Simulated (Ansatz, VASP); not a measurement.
# Pt in VASP and in Ansatz

```xyz
1
Lattice="0.0000 1.9209 1.9209 1.9209 0.0000 1.9209 1.9209 1.9209 0.0000" Properties=species:S:1:pos:R:3 pbc="T T T"
Pt    0.0000    0.0000    0.0000
```

Alike in both runs: task single point; functional RPBE; k mesh 9 × 9 × 9; occupations fermi-dirac, width 0.02 eV; non-collinear spin, spin-orbit coupling.

|  | VASP | Ansatz |
| --- | --- | --- |
| version | VASP 6.6.1 | Ansatz 0.2.0 |
| potentials or method | VASP PAW PBE potentials, release 64 (Pt) | Ansatz PAW |
| plane-wave cutoff (eV) | 520 | 420 |
| valence electrons in the cell | 10 | 18 |

```csv
,VASP,Ansatz,Ansatz less VASP
gap on the k mesh at the Fermi level (eV),none,none,-
net moment per atom (μB),0.00,0.00,0.000
```

A gap of «none» marks a metal or a gap that the smearing closes. The functional is the same, so the differences come from potentials, cutoffs and numerics. The two sets of potentials don't hold the same shells in valence.
